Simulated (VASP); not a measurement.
**SnO2: relaxation of cell and atoms with PBE**

Crystal: SnO2.

```
Sn O
1.0
     1.61709    0.93363    4.80059
    -1.61709    0.93363    4.80059
     0.00000   -1.86726    4.80059
Sn O
1 2
Cartesian
  0.0000 0.0000 7.2009
  0.0000 0.0000 10.9861
  0.0000 0.0000 3.4157
```

Measurements of this composition are mostly on another form, of space group No. 136.

```json
{"Program": "VASP 6.6.1", "Task": "relaxation of cell and atoms", "Functional": "PBE", "Potentials or basis": "VASP PAW PBE potentials, release 64 (Sn_d, O)", "Cutoff": "600 eV", "k mesh": "10 × 10 × 10", "Occupations": "fermi-dirac, width 0.05 eV", "Spin": "no spin polarisation", "Target pressure": "2 GPa", "Further INCAR settings": "ALGO = Fast; EDIFF = 1e-06; IBRION = 2; EDIFFG = -0.01; NSW = 40; ISIF = 3"}
```

```yaml
Relaxed_volume: 13.14 Å³/atom
Relaxed_cell: a = 4.715 Å, b = 4.715 Å, c = 4.715 Å, α = 40.22°, β = 40.22°, γ = 40.22°
Space_group_after_relaxing_to_0.05_Å: R-3m (No. 166)
Energy_change_on_relaxing_the_enthalpy_is_what_falls: +5.9 meV/atom
Ionic_steps: 17
Pressure_after_relaxing: 2.0 GPa
Largest_force_after_relaxing: 0.009 eV/Å
Band_gap_on_the_k_mesh: 1.55 eV, direct
```

Forces in eV/Å, atoms in the order of the input:
```
Sn   0.000  0.000  0.000
O    0.000  0.000  0.009
O    0.000  0.000 -0.009
```

Stress tensor (GPa, compression positive):
```
2.00 0.00 0.00
0.00 2.00 0.00
0.00 0.00 2.08
```

The path:
| step | energy change (eV) | largest force (eV/Å) | pressure (GPa) | volume (Å³) |
| --- | --- | --- | --- | --- |
| 1 | 0.0000 | 0.0841 | -0.21 | 43.49 |
| 2 | 0.0154 | 0.2961 | 4.41 | 42.24 |
| 3 | 0.0033 | 0.1037 | 2.03 | 42.85 |
| 4 | 0.0026 | 0.1199 | 1.97 | 42.65 |
| 5 | 0.0024 | 0.1677 | 1.81 | 42.03 |
| 6 | 0.0109 | 0.2629 | 1.76 | 40.76 |
| 7 | 0.0105 | 0.2070 | 1.64 | 40.54 |
| 8 | 0.0123 | 0.0653 | 1.40 | 39.96 |
| 9 | 0.0309 | 0.2284 | 1.25 | 38.80 |
| 10 | 0.0154 | 0.0029 | 1.35 | 39.64 |
| 11 | 0.0163 | 0.0209 | 1.35 | 39.56 |
| 12 | 0.0193 | 0.0294 | 2.45 | 39.30 |
| 13 | 0.0181 | 0.0114 | 2.03 | 39.39 |
| 14 | 0.0181 | 0.0122 | 2.07 | 39.38 |
| 15 | 0.0180 | 0.0003 | 2.04 | 39.39 |
| 16 | 0.0179 | 0.0106 | 2.02 | 39.40 |
| 17 | 0.0178 | 0.0087 | 2.03 | 39.41 |

Final structure:
```
CELL_PARAMETERS angstrom
1.62123 0.93602 4.32783
-1.62123 0.93602 4.32783
0.00000 -1.87204 4.32783
ATOMIC_POSITIONS crystal
Sn 0.50000 0.50000 0.50000
O 0.75681 0.75681 0.75681
O 0.24319 0.24319 0.24319
```

Levels at points of the mesh, in eV from the valence-band top:
```csv
k point,band 9,band 10,band 11,band 12,band 13,band 14,band 15,band 16,band 17
"(0.00, 0.00, 0.00)",-1.47,-1.47,-1.21,-1.21,0.00,1.55,5.45,10.65,10.65
"(0.50, 0.00, 0.00)",-4.25,-3.16,-1.85,-1.02,-0.92,5.25,7.80,9.82,12.44
"(0.50, 0.50, 0.00)",-4.74,-3.41,-1.11,-0.56,-0.05,4.77,6.70,10.77,11.09
"(0.50, 0.50, 0.50)",-1.82,-1.65,-1.65,-1.07,-1.07,3.42,5.70,11.06,11.06
```

Run time: 27 min on 1 thread of Intel(R) Xeon(R) 6975P-C (Granite Rapids), with other jobs on the host, peak memory 0.4 GiB.

Caveat: the cell is relaxed towards a set pressure, so the enthalpy falls and the energy may rise; spin-orbit coupling is left out, which moves the levels of the heavy elements. A k mesh can miss the band edges.
